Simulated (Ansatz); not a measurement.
Wires are cut from relaxed bulk GaSb (F-43m, 29.99 Å³/atom, gap on the mesh 0.00 eV); atoms and period are relaxed, and energies count from that bulk. Caps count from half an H2 molecule.

All numbers below come from Ansatz 0.2.0, DFT PBE, scalar-relativistic, plane waves, PAW.

Cutoff 420 eV, Gaussian smearing of 0.05 eV, energies at zero smearing, symmetry of each start kept, no spin polarisation.

```csv
start,atoms,k mesh,excess energy (eV per host atom),line energy (eV/Å),period (Å),gap on the mesh (eV),highest filled level or Fermi level under vacuum (eV)
"[001] wire, 12 host atoms a period with H caps",26,1×1×9,0.468,0.908,6.182,2.90,5.77
"[001] wire, 16 host atoms a period with H caps",34,1×1×9,0.468,1.173,6.376,2.32,5.47
```

Spin-orbit coupling is left out, which matters for the bands of heavy elements. The gap is read on a mesh, which can miss the band edges, so it can be too wide.

Each run keeps its start's symmetry and one magnetic start, so lower states can exist.

Cost: 2 runs of about 40 core-minutes in all, on AMD EPYC 9R45 (Zen 5) (shared hosts).